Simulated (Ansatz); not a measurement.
How the field gradients follow the size of the cell in HfSiO₄

Reference cell: a structure deposited in the COD whose atoms were relaxed with PBE, the cell held.

Space group I4_1/amd:1 (No. 141); a = 6.5725, c = 5.9632 Å.

| site | Wyckoff | site symmetry | x | y | z |
| --- | --- | --- | --- | --- | --- |
| Hf | 4a | -4m2 | 0.0000 | 0.5000 | 0.2500 |
| Si | 4b | -4m2 | 0.5000 | 0.0000 | 0.2500 |
| O | 16h | .m. | 0.5000 | 0.3147 | 0.8193 |

One atom of each set is listed; the run and its k-mesh use a cell of 12 atoms with edges of 5.52, 5.52, 5.52 Å.

Computed with Ansatz: DFT, PBE, plane waves and PAW, scalar-relativistic, 420 eV cutoff, Γ-centred 7×7×7 k-points, Fermi–Dirac smearing 0.02 eV.

The cell is scaled uniformly, and the ions relax again at each size.

```
V/V₀   Hf V_zz (η)   Si V_zz (η)   O V_zz (η)
0.94   20.1 (0.00)  -2.05 (0.00)  4.14 (0.87)
0.96  17.96 (0.00)  -2.06 (0.00)  4.37 (0.86)
0.98  16.11 (0.00)  -2.05 (0.00)  4.58 (0.86)
1.00             ?             ?            ?
1.02  12.50 (0.00)  -2.07 (0.00)  4.99 (0.85)
1.04  10.73 (0.00)  -2.09 (0.00)  5.17 (0.85)
1.06   8.99 (0.00)  -2.11 (0.00)  5.35 (0.85)
```

Problem. Fill in the row for V/V₀ = 1.00 (V_zz in 10²¹ V/m²).

Solution. Hf: 14.29 (0.00), Si: -2.06 (0.00), O: 4.79 (0.86). Worked for Hf: a power law through the other 6 rows, |V_zz| = 13.75 × (V/V₀)^-6.58, gives 13.75 at V/V₀ = 1.00, against 14.29 from the run (-3.8 %). Logarithmic slopes d ln|V_zz|/d ln V over the series, for the sites that change steadily: Hf -6.6, O 2.1. Point charges on a uniformly scaled lattice would give −1; atoms that shift within the cell as it changes, and charge that moves in the bonds, make the difference.

At this cell the PBE pressure is 7 GPa, so with PBE the cell would grow if it were relaxed. Without spin–orbit coupling the gradients at and beside Hf can be off by some per cent, at some sites by more.
